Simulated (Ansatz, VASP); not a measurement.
# B3H10N3 in VASP and in Ansatz

```
CELL_PARAMETERS angstrom
12.20000 0.00000 0.00000
0.00000 13.20000 0.00000
0.00000 0.00000 4.44430
ATOMIC_POSITIONS crystal
B 0.55222 0.50666 0.99293
B 0.55338 0.39192 0.50023
B 0.44524 0.56490 0.50023
N 0.54458 0.50259 0.63545
N 0.55296 0.39772 0.13820
N 0.45053 0.56173 0.13820
H 0.63550 0.55108 0.06677
H 0.47413 0.34200 0.57865
H 0.63980 0.35250 0.57625
H 0.35887 0.52634 0.57852
H 0.45142 0.65378 0.57638
H 0.61390 0.53960 0.56676
H 0.48819 0.35717 0.05423
H 0.61977 0.36013 0.05549
H 0.38014 0.53022 0.05409
H 0.44877 0.63402 0.05563
```

Alike in both runs: functional PBE; k mesh 1 × 1 × 8; occupations gaussian, width 0.05 eV; no spin polarisation.

Ansatz relaxed the structure, and its values are those at the end. VASP's run is a single point on that final structure, the one shown.

|  | VASP | Ansatz |
| --- | --- | --- |
| version | VASP 6.6.1 | Ansatz 0.2.0 |
| potentials or method | VASP PAW PBE potentials, release 64 (B, N, H) | scalar-relativistic, plane waves, PAW |
| plane-wave cutoff (eV) | 520 | 420 |
| valence electrons in the cell | 34 | 34 |

```csv
,VASP,Ansatz,Ansatz less VASP
gap on the k mesh at the Fermi level (eV),5.43,5.43,-0.002
least direct gap on the mesh (eV),5.43,5.43,-0.002
rms of the force components (eV/Å),0.007,0.003,-0.0037
```

Ansatz warned: «xc_potential_rough_in_thin_density».

A hybrid or GW would open this gap; PBE tends to underestimate it.
